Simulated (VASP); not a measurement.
Set up this calculation in VASP 6.6.1, as the native input.

```
Task                            : evGW0 quasiparticle levels
Functional                      : PBE
Potentials or basis             : VASP PAW PBE potentials, release 64 (Ba_sv_GW, S_GW)
Cutoff                          : 450 eV
k mesh                          : 4 × 4 × 4
Occupations                     : gaussian, width 0.01 eV
Spin                            : no spin polarisation
Cutoff of the response function : 150
Frequency points                : 64
Empty bands                     : 159
GW scheme                       : evGW0
GW iterations                   : 4
Further INCAR settings          : ALGO = EVGW0; EDIFF = 1e-08; NBANDS = 167
```

BaS:

```
Ba S
1.0
     0.00000    3.19375    3.19375
     3.19375    0.00000    3.19375
     3.19375    3.19375    0.00000
Ba S
1 1
Cartesian
  0.0000 0.0000 0.0000
  3.1938 3.1938 3.1938
```

These files were run (other wordings do the same):

POSCAR

```
BaS
1.0
    0.0000000000      3.1937500000      3.1937500000
    3.1937500000      0.0000000000      3.1937500000
    3.1937500000      3.1937500000      0.0000000000
Ba S
1 1
Direct
    0.0000000000      0.0000000000      0.0000000000
    0.5000000000      0.5000000000      0.5000000000
```

INCAR.step1

```
SYSTEM = BaS
ALGO     = Normal         ! electronic algorithm
EDIFF    = 1E-8           ! SCF threshold, eV
ENCUT    = 450            ! plane-wave cutoff, eV
GGA      = PE             ! functional
ISMEAR   = 0              ! smearing method
LASPH    = .TRUE.         ! aspherical terms in the spheres
LCHARG   = .FALSE.        ! write CHGCAR
LREAL    = .FALSE.        ! projectors in reciprocal space
LWAVE    = .TRUE.         ! write WAVECAR
NELM     = 80             ! most SCF steps
PREC     = Accurate       ! precision mode
SIGMA    = 0.01           ! smearing width, eV
```

INCAR.step2

```
SYSTEM = BaS
ALGO     = Exact          ! electronic algorithm
EDIFF    = 1E-8           ! SCF threshold, eV
ENCUT    = 450            ! plane-wave cutoff, eV
GGA      = PE             ! functional
ISMEAR   = 0              ! smearing method
ISTART   = 1            
LASPH    = .TRUE.         ! aspherical terms in the spheres
LCHARG   = .FALSE.        ! write CHGCAR
LOPTICS  = .TRUE.         ! frequency-dependent dielectric function
LREAL    = .FALSE.        ! projectors in reciprocal space
LWAVE    = .TRUE.         ! write WAVECAR
NBANDS   = 167            ! bands
NELM     = 1              ! most SCF steps
PREC     = Accurate       ! precision mode
SIGMA    = 0.01           ! smearing width, eV
```

INCAR.step3

```
SYSTEM = BaS
ALGO     = EVGW0          ! electronic algorithm
EDIFF    = 1E-8           ! SCF threshold, eV
ENCUT    = 450            ! plane-wave cutoff, eV
ENCUTGW  = 150            ! cutoff of the response function
GGA      = PE             ! functional
ISMEAR   = 0              ! smearing method
ISTART   = 1            
LASPH    = .TRUE.         ! aspherical terms in the spheres
LCHARG   = .FALSE.        ! write CHGCAR
LREAL    = .FALSE.        ! projectors in reciprocal space
LWAVE    = .FALSE.        ! write WAVECAR
NBANDS   = 167            ! bands
NBANDSGW = 16           
NELMGW   = 4            
NOMEGA   = 64             ! frequency points
PREC     = Accurate       ! precision mode
PRECFOCK = Fast         
SIGMA    = 0.01           ! smearing width, eV
```

KPOINTS

```
k-points
0
G
  4 4 4
  0 0 0
```

Potentials or basis: VASP PAW PBE potentials, release 64 (Ba_sv_GW, S_GW).

Launch:

```console
$ cat potpaw_PBE.64/Ba_sv_GW/POTCAR potpaw_PBE.64/S_GW/POTCAR > POTCAR
$ cp INCAR.step1 INCAR
$ mpirun -np 1 vasp_std > vasp.out
$ cp INCAR.step2 INCAR
$ mpirun -np 1 vasp_std > vasp.out
$ cp INCAR.step3 INCAR
$ mpirun -np 1 vasp_std > vasp.out
```

It gave:

```
Band gap on the k mesh, mean-field level : 2.20 eV, indirect (least direct gap 2.31 eV)
Quasiparticle gap                        : 3.71 eV
Least direct quasiparticle gap           : 3.85 eV
```

Caveat: the k mesh is coarse (spacing up to 0.43 Å⁻¹), so the values aren't converged; bands, screening cutoff and mesh are small and nothing is extrapolated, so the quasiparticle values aren't converged; spin-orbit coupling is left out, which moves the levels of the heavy elements.

Run time: 16 min on 1 thread of Intel(R) Xeon(R) Platinum 8375C CPU @ 2.90GHz (Ice Lake) (shared host), peak memory 0.63 GiB.
